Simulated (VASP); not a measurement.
# MgS: relaxation of the cell, by functional

MgS, Fm-3m (no. 225), 2 atoms in the cell.

| Functional | Volume (A^3) | Pressure left (GPa) | Ionic steps | SCF steps in all | Time (s) |
|---|---|---|---|---|---|
| KT2 | 33.033 | 0.02 | 3 | 31 | 14 |
| EDF1 | 35.793 | 0.00 | 3 | 28 | 14 |
| SOGGA | 34.421 | 0.00 | 3 | 28 | 16 |
| SG4 | 34.426 | 0.00 | 3 | 28 | 13 |

## Input of the first row

INCAR:
```
ALGO = Normal
EDIFF = 1E-7
EDIFFG = -0.01
ENCUT = 600
GGA = LIBXC
GGA_COMPAT = F
IBRION = 2
ISIF = 3
ISMEAR = 0
LASPH = T
LCHARG = F
LIBXC1 = GGA_XC_KT2
LREAL = F
LWAVE = F
NELM = 100
NSW = 40
PREC = Accurate
SIGMA = 0.02
```

KPOINTS:
```
k-points
0
Gamma
  7 7 7
```

POSCAR:
```
MgS
1.0
    0.0000000000      2.6016500000      2.6016500000
    2.6016500000      0.0000000000      2.6016500000
    2.6016500000      2.6016500000      0.0000000000
S Mg
1 1
Direct
    0.5000000000      0.5000000000      0.5000000000
    0.0000000000      0.0000000000      0.0000000000
```

Commands:
```
cat potpaw_PBE.64/S/POTCAR potpaw_PBE.64/Mg/POTCAR > POTCAR
mpirun -np 1 vasp_std > vasp.out
```

Changes of the last row against the first:
```
- LIBXC1 = GGA_XC_KT2
+ LIBXC1 = GGA_X_SG4
+ LIBXC2 = GGA_C_SG4
```

VASP 6.6.1 took 14 s on 1 core (AMD EPYC 9R45 (Zen 5)), a shared host.
